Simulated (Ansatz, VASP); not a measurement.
Two plane-wave programs on BaS

```
Ba S
1.0
     0.00000    3.16630    3.16630
     3.16630    0.00000    3.16630
     3.16630    3.16630    0.00000
Ba S
1 1
Direct
  0.98604 0.01396 0.00000
  0.50000 0.50000 0.50000
```

Change from the starting cell: all Ba atoms moved +0.062 Å, as atom 1 along Cartesian [1 -1 0].

Alike in both runs: task single point; functional PBEsol; k mesh 8 × 8 × 8; occupations gaussian, width 0.05 eV; no spin polarisation.

|  | VASP | Ansatz |
| --- | --- | --- |
| version | VASP 6.6.1 | Ansatz 0.2.0 |
| potentials or method | VASP PAW PBE potentials, release 64 (Ba_sv, S) | scalar-relativistic, plane waves, PAW |
| plane-wave cutoff (eV) | 520 | 420 |
| valence electrons in the cell | 16 | 16 |

VASP gave:

* gap on the k mesh at the Fermi level (eV): 1.95
* least direct gap on the mesh (eV): 2.07
* pressure (GPa): 0.7
* largest component of the traceless stress (GPa): 0.07
* rms of the force components (eV/Å): 0.080

Problem. What did Ansatz give for the same quantities?

Solution. gap on the k mesh at the Fermi level (eV): 2.05; least direct gap on the mesh (eV): 2.14; pressure (GPa): 0.0; largest component of the traceless stress (GPa): 0.06; rms of the force components (eV/Å): 0.073.

Atom by atom the forces differ by 0.007 eV/Å (rms over components).

Caveats: the PAW data sets were made with another functional, which shifts forces and pressure a little (VASP); spin-orbit coupling is left out, which moves the levels of the heavy elements. A k mesh can miss the band edges.
